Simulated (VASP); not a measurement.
A run of VASP 6.6.1 is set up as follows.

File INCAR:

```
SYSTEM = PbS
PREC = Accurate ; ENCUT = 520
EDIFF = 1E-6 ; ISMEAR = -1
SIGMA = 0.05 ; LREAL = .False.
LASPH = .True. ; NELM = 60
ALGO = Normal ; ISIF = 2
LWAVE = .False. ; LCHARG = .False.
METAGGA = RTPSS ; LMIXTAU = .True.
NBANDS = 17
```

The input KPOINTS:

```
Automatic mesh
0
Gamma
  8 8 8
  0 0 0
```

The input POSCAR:

```
PbS
1.0
    0.0000000000      2.9657500000      2.9657500000
    2.9657500000      0.0000000000      2.9657500000
    2.9657500000      2.9657500000      0.0000000000
Pb S
1 1
Direct
    0.0000000000      0.0000000000      0.0000000000
    0.5000000000      0.5000000000      0.5000000000
```

Contents of KPOINTS_OPT:

```
path GXWKGLUWLK,UX
20
line-mode
reciprocal
 0.0000000000  0.0000000000  0.0000000000  G
 0.5000000000  0.0000000000  0.5000000000  X

 0.5000000000  0.0000000000  0.5000000000  X
 0.5000000000  0.2500000000  0.7500000000  W

 0.5000000000  0.2500000000  0.7500000000  W
 0.3750000000  0.3750000000  0.7500000000  K

 0.3750000000  0.3750000000  0.7500000000  K
 0.0000000000  0.0000000000  0.0000000000  G

 0.0000000000  0.0000000000  0.0000000000  G
 0.5000000000  0.5000000000  0.5000000000  L

 0.5000000000  0.5000000000  0.5000000000  L
 0.6250000000  0.2500000000  0.6250000000  U

 0.6250000000  0.2500000000  0.6250000000  U
 0.5000000000  0.2500000000  0.7500000000  W

 0.5000000000  0.2500000000  0.7500000000  W
 0.5000000000  0.5000000000  0.5000000000  L

 0.5000000000  0.5000000000  0.5000000000  L
 0.3750000000  0.3750000000  0.7500000000  K

 0.6250000000  0.2500000000  0.6250000000  U
 0.5000000000  0.0000000000  0.5000000000  X
```

Potentials or basis: VASP PAW PBE potentials, release 64 (Pb_d, S).

The run is started by

```console
$ cat potpaw_PBE.64/Pb_d/POTCAR potpaw_PBE.64/S/POTCAR > POTCAR
$ mpirun -np 1 vasp_std > vasp.out
```

Problem. Estimate the pressure.

Solution. 1.1 GPa.

Problem. What does it give for the band gap on the k mesh?

Solution. 0.32 eV, direct.

Levels at the corners of the path, in eV from the valence-band top:
| point | band 6 | band 7 | band 8 | band 9 | band 10 | band 11 | band 12 | band 13 | band 14 | band 15 |
| --- | --- | --- | --- | --- | --- | --- | --- | --- | --- | --- |
| Γ | -13.91 | -6.03 | -2.20 | -2.20 | -2.20 | 5.37 | 5.37 | 5.37 | 6.74 | 6.74 |
| X | -12.24 | -7.14 | -5.33 | -3.50 | -3.50 | 3.66 | 5.64 | 5.83 | 5.83 | 11.52 |
| X | -12.24 | -7.14 | -5.33 | -3.50 | -3.50 | 3.66 | 5.64 | 5.83 | 5.83 | 11.52 |
| W | -12.22 | -7.91 | -4.53 | -4.53 | -1.05 | 2.32 | 4.65 | 4.65 | 8.24 | 8.24 |
| W | -12.22 | -7.91 | -4.53 | -4.53 | -1.05 | 2.32 | 4.65 | 4.65 | 8.24 | 8.24 |
| K | -12.26 | -7.96 | -4.90 | -3.00 | -2.52 | 3.33 | 4.28 | 5.09 | 6.21 | 10.40 |
| K | -12.26 | -7.96 | -4.90 | -3.00 | -2.52 | 3.33 | 4.28 | 5.09 | 6.21 | 10.40 |
| Γ | -13.91 | -6.03 | -2.20 | -2.20 | -2.20 | 5.37 | 5.37 | 5.37 | 6.74 | 6.74 |
| Γ | -13.91 | -6.03 | -2.20 | -2.20 | -2.20 | 5.37 | 5.37 | 5.37 | 6.74 | 6.74 |
| L | -12.70 | -8.87 | -1.84 | -1.84 | 0.00 | 0.32 | 2.09 | 2.09 | 8.44 | 10.35 |
| L | -12.70 | -8.87 | -1.84 | -1.84 | 0.00 | 0.32 | 2.09 | 2.09 | 8.44 | 10.35 |
| U | -12.26 | -7.96 | -4.90 | -3.00 | -2.52 | 3.33 | 4.28 | 5.09 | 6.21 | 10.40 |
| U | -12.26 | -7.96 | -4.90 | -3.00 | -2.52 | 3.33 | 4.28 | 5.09 | 6.21 | 10.40 |
| W | -12.22 | -7.91 | -4.53 | -4.53 | -1.05 | 2.32 | 4.65 | 4.65 | 8.24 | 8.24 |
| W | -12.22 | -7.91 | -4.53 | -4.53 | -1.05 | 2.32 | 4.65 | 4.65 | 8.24 | 8.24 |
| L | -12.70 | -8.87 | -1.84 | -1.84 | 0.00 | 0.32 | 2.09 | 2.09 | 8.44 | 10.35 |
| L | -12.70 | -8.87 | -1.84 | -1.84 | 0.00 | 0.32 | 2.09 | 2.09 | 8.44 | 10.35 |
| K | -12.26 | -7.96 | -4.90 | -3.00 | -2.52 | 3.33 | 4.28 | 5.09 | 6.21 | 10.40 |
| U | -12.26 | -7.96 | -4.90 | -3.00 | -2.52 | 3.33 | 4.28 | 5.09 | 6.21 | 10.40 |
| X | -12.24 | -7.14 | -5.33 | -3.50 | -3.50 | 3.66 | 5.64 | 5.83 | 5.83 | 11.52 |

Caveat: the PAW data sets were made with another functional, which shifts forces and pressure a little; spin-orbit coupling is left out, which as a rule narrows the gap of such compounds by several tenths of an eV.
